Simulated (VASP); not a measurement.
# ZnS (P6_3mc) in VASP: notebook, part 2 of 2

VASP 6.6.1. The steps go on from the part before.

## (3) Single point, PBE (20.70 Å³/atom)

INCAR reads:

```
SYSTEM = ZnS
PREC = Accurate
ENCUT = 520
EDIFF = 1E-7
ISMEAR = 0
SIGMA = 0.05
LREAL = .FALSE.
LASPH = .TRUE.
NELM = 60
ALGO = Normal
ISIF = 2
LWAVE = .FALSE.
LCHARG = .FALSE.
GGA = PE
NBANDS = 46
```

KPOINTS reads:

```
Automatic mesh
0
G
  9 9 4
  0 0 0
```

POSCAR reads:

```
ZnS
1.0
    3.8804807699      0.0000000000      0.0000000000
   -1.9402403849      3.3605949256      0.0000000000
    0.0000000000      0.0000000000     12.7005218577
Zn S
4 4
Direct
    0.0000000000      0.0000000000      0.0000492057
    0.0000000000      0.0000000000      0.5000492057
    0.3333333333      0.6666666667      0.2500242903
    0.6666666667      0.3333333333      0.7500242903
    0.0000000000      0.0000000000      0.1872905901
    0.0000000000      0.0000000000      0.6872905901
    0.3333333333      0.6666666667      0.4376359138
    0.6666666667      0.3333333333      0.9376359138
```

Potentials or basis: VASP PAW PBE potentials, release 64 (Zn, S).

The run is started by

```sh
> cat potpaw_PBE.64/Zn/POTCAR potpaw_PBE.64/S/POTCAR > POTCAR
> mpirun -np 1 vasp_std > vasp.out
```

OUTCAR:

```text
SYSTEM = ZnS
   PREC = Accurate
   ENCUT = 520
   EDIFF = 1E-7
   ISMEAR = 0
   LREAL = .FALSE.
   LASPH = .TRUE.
   NELM = 60
   ISIF = 2
   GGA = PE

 ion  position               nearest neighbor table
   1  0.000  0.000  0.000-   8 2.38   8 2.38   8 2.38   5 2.38
   2  0.000  0.000  0.500-   7 2.38   7 2.38   7 2.38   6 2.38
   3  0.333  0.667  0.250-   5 2.38   5 2.38   5 2.38   7 2.38
   4  0.667  0.333  0.750-   6 2.38   6 2.38   6 2.38   8 2.38
   5  0.000  0.000  0.187-   3 2.38   3 2.38   3 2.38   1 2.38
   6  0.000  0.000  0.687-   4 2.38   4 2.38   4 2.38   2 2.38
   7  0.333  0.667  0.438-   2 2.38   2 2.38   2 2.38   3 2.38
[... 1392 lines left out ...]
  Total       -1.6225994     -1.6225994     -1.6435869     -0.0000000      0.0000000      0.0000000
  in kB      -15.6963482    -15.6963482    -15.8993724     -0.0000000      0.0000000      0.0000000
  external PRESSURE =     -15.7640230 kB  Pullay stress =       0.0000000 kB

 VOLUME and BASIS-vectors are now :
 -----------------------------------------------------------------------------
  energy-cutoff  :      520.00
  volume of cell :      165.62
      direct lattice vectors                 reciprocal lattice vectors
     3.880480770  0.000000000  0.000000000     0.257700027  0.148783180  0.000000000
    -1.940240385  3.360594926  0.000000000     0.000000000  0.297566360  0.000000000
     0.000000000  0.000000000 12.700521858     0.000000000  0.000000000  0.078736922

 POSITION                                       TOTAL-FORCE (eV/Angst)
 -----------------------------------------------------------------------------------
      0.00000      0.00000      0.00062         0.000000      0.000000      0.000323
      0.00000      0.00000      6.35089         0.000000      0.000000      0.000323
     -0.00000      2.24040      3.17544         0.000000     -0.000000      0.000791
      1.94024      1.12020      9.52570        -0.000000      0.000000      0.000791
      0.00000      0.00000      2.37869         0.000000     -0.000000     -0.000881
      0.00000      0.00000      8.72895        -0.000000      0.000000     -0.000881
     -0.00000      2.24040      5.55820         0.000000      0.000000     -0.000233
      1.94024      1.12020     11.90847        -0.000000      0.000000     -0.000233
 -----------------------------------------------------------------------------------
    total drift:                               -0.000000     -0.000001     -0.001010

  FREE ENERGIE OF THE ION-ELECTRON SYSTEM (eV)
  ---------------------------------------------------
  free  energy   TOTEN  =       -27.3810655066 eV

  energy  without entropy=      -27.3810655065  energy(sigma->0) =      -27.38106551
```

OSZICAR:

```text
N       E                     dE             d eps       ncg     rms          rms(c)
DAV:   1     0.586120464592E+03    0.58612E+03   -0.33144E+04  3312   0.186E+03
DAV:   2     0.519834944757E+02   -0.53414E+03   -0.51323E+03  3320   0.432E+02
DAV:   3    -0.252022710863E+02   -0.77186E+02   -0.75965E+02  3676   0.151E+02
DAV:   4    -0.290321593041E+02   -0.38299E+01   -0.38126E+01  4030   0.336E+01
DAV:   5    -0.290917030069E+02   -0.59544E-01   -0.59511E-01  3904   0.423E+00    0.127E+01
DAV:   6    -0.273428478424E+02    0.17489E+01   -0.35897E+00  5044   0.405E+01    0.990E+00
DAV:   7    -0.274353262105E+02   -0.92478E-01   -0.40672E+00  3722   0.791E+00    0.397E+00
DAV:   8    -0.273790981125E+02    0.56228E-01   -0.27459E-01  4182   0.468E+00    0.111E+00
DAV:   9    -0.273802153561E+02   -0.11172E-02   -0.56122E-02  4286   0.267E+00    0.357E-01
DAV:  10    -0.273805234423E+02   -0.30809E-03   -0.33532E-03  3894   0.650E-01    0.187E-01
DAV:  11    -0.273810349491E+02   -0.51151E-03   -0.89549E-04  4140   0.249E-01    0.107E-01
DAV:  12    -0.273810570480E+02   -0.22099E-04   -0.11033E-04  3990   0.247E-01    0.152E-02
DAV:  13    -0.273810604759E+02   -0.34279E-05   -0.20133E-05  4082   0.557E-02    0.150E-02
DAV:  14    -0.273810655582E+02   -0.50823E-05   -0.10283E-05  3660   0.189E-02    0.502E-03
DAV:  15    -0.273810655066E+02    0.51634E-07   -0.89018E-07  4072   0.136E-02
   1 F= -.27381066E+02 E0= -.27381066E+02  d E =-.829502E-11
```

Run time: 6.2 min. Hardware: 1 thread of AMD EPYC 7R32 (Zen 2), shared host; peak memory 0.36 GiB.

What came out:

| Quantity | Value |
| --- | --- |
| Free energy | -27.3811 eV |
| Pressure | -1.6 GPa |
| Band gap on the k mesh | 1.94 eV |

A k mesh can miss the band edges. PBE gaps usually lie below the measured ones, often by a third to a half.

## (4) Single point, PBE (21.24 Å³/atom)

This run uses another cell than the first one, of 21.24 Å³/atom.

INCAR reads:

```
SYSTEM = ZnS
ALGO = Normal ; EDIFF = 1E-6
ENCUT = 520 ; GGA = PE
ISIF = 2 ; ISMEAR = 0
LASPH = .True. ; LCHARG = .False.
LREAL = .False. ; LWAVE = .False.
NBANDS = 46 ; NELM = 80
PREC = Accurate ; SIGMA = 0.05
```

KPOINTS reads:

```
k-points
0
Gamma
  9 9 4
  0 0 0
```

Edit POSCAR of step 3 so:

```diff
@@ -2,5 +2,5 @@
 1.0
-    3.8804807699      0.0000000000      0.0000000000
-   -1.9402403849      3.3605949256      0.0000000000
-    0.0000000000      0.0000000000     12.7005218577
+    3.9936832544      0.0000000000      0.0000000000
+   -1.9968416272      3.4586311530      0.0000000000
+    0.0000000000      0.0000000000     12.3017425284
 Zn S
```

The run is started by

```sh
> cat potpaw_PBE.64/Zn/POTCAR potpaw_PBE.64/S/POTCAR > POTCAR
> mpirun -np 1 vasp_std > vasp.out
```

It took 6.8 min on 1 thread of AMD EPYC 7R32 (Zen 2), shared host; peak memory 0.37 GiB.

The run converged. Its results:

* Free energy: -27.1742 eV
* Pressure: -2.7 GPa
* Largest force: 0.336 eV/Å
* Band gap on the k mesh: 1.77 eV

Forces in eV/Å, atoms in the order of the input:
```
Zn   0.000  0.000 -0.336
Zn   0.000  0.000 -0.336
Zn   0.000  0.000 -0.321
Zn   0.000  0.000 -0.321
S    0.000  0.000  0.322
S    0.000  0.000  0.322
S    0.000  0.000  0.334
S    0.000  0.000  0.334
```

Stress tensor (GPa, compression positive):
```
-4.99  0.00  0.00
 0.00 -4.99  0.00
 0.00  0.00  2.00
```

Levels at points of the mesh, in eV from the valence-band top:
```csv
k point,band 33,band 34,band 35,band 36,band 37,band 38,band 39,band 40
"(0.00, 0.00, 0.00)",-0.59,-0.10,-0.10,0.00,1.77,2.66,2.92,3.21
"(0.00, 0.00, 0.50)",-0.25,-0.25,-0.25,-0.25,2.58,2.58,2.82,2.82
```

Caveat: the stress differs along the axes, from -5 to 2 GPa. PBE gaps usually lie below the measured ones, often by a third to a half.

## (5) Overview

| cell | gap on the mesh (eV) | pressure (GPa) | largest force (eV/Å) |
| --- | --- | --- | --- |
| a = 4.041, b = 4.041, c = 11.714 Å, angles 90.0, 90.0, 120.0°, 8 atoms | 1.80 | 0.3 | 1.04 |
| a = 3.880, b = 3.880, c = 12.701 Å, angles 90.0, 90.0, 120.0°, 8 atoms | 1.94 | -1.6 | - |
| a = 3.994, b = 3.994, c = 12.302 Å, angles 90.0, 90.0, 120.0°, 8 atoms | 1.77 | -2.7 | 0.34 |

Alike in all rows: task single point; level PBE; potentials or basis VASP PAW PBE potentials, release 64 (Zn, S); no spin polarisation; k mesh 9 × 9 × 4; cutoff (eV) 520; smearing gaussian 0.05 eV.

Caveats: the stress differs along the axes, from -5 to 12 GPa (at least some runs); forces of over 1 eV/Å act on the atoms, so gaps and moduli don't describe the material at rest (at least some runs); the stress differs along the axes, from -5 to 2 GPa (at least some runs).

Absolute energies hang on the potentials; compare differences alone.

## (6) How close it comes

Step 2. Against the measured gap of ZnS, 3.911 eV (direct; 4 K; a printed reference work, monograph), the calculated 1.80 eV is off by -2.11 eV. So large a miss can be the level of theory's own, or it may mean another phase, state or a wrong row. The value is that of PBE on a finite k mesh, which can miss the band edges, without temperature or zero-point motion. Semilocal functionals fall short of measured gaps as a rule.
